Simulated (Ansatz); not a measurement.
# Ba: computed properties

All numbers below come from DFT PBE, scalar-relativistic, plane waves, PAW (Ansatz).

Settings: cutoff 420 eV, Γ-centred mesh 12×12×12 on the computed 1-atom cell, Gaussian smearing of 0.10 eV; no spin polarisation.

The structure is relaxed at this level of theory with its symmetry kept.

It takes space group Im-3m (No. 229, cubic). The conventional cell has a = 5.013 Å, b = 5.013 Å, c = 5.013 Å, α = 90.00°, β = 90.00°, γ = 90.00°. Ba (site symmetry m-3m) has 8 Ba at 4.34 Å as nearest neighbours.

```
Volume per atom                                                   : 62.99 Å³
Formation energy from the elements' standard states (uncorrected) : -0.001 eV/atom
Kohn–Sham band gap                                                : none (metal)
Density of states at the Fermi level                              : 1.19 states/eV per cell
Bulk modulus                                                      : 8.4 GPa
Its pressure derivative                                           : 2.1
Bader charges (e)                                                 : Ba (1 in the cell) 0.00
```

Spin-orbit coupling is left out, which matters for the bands of heavy elements.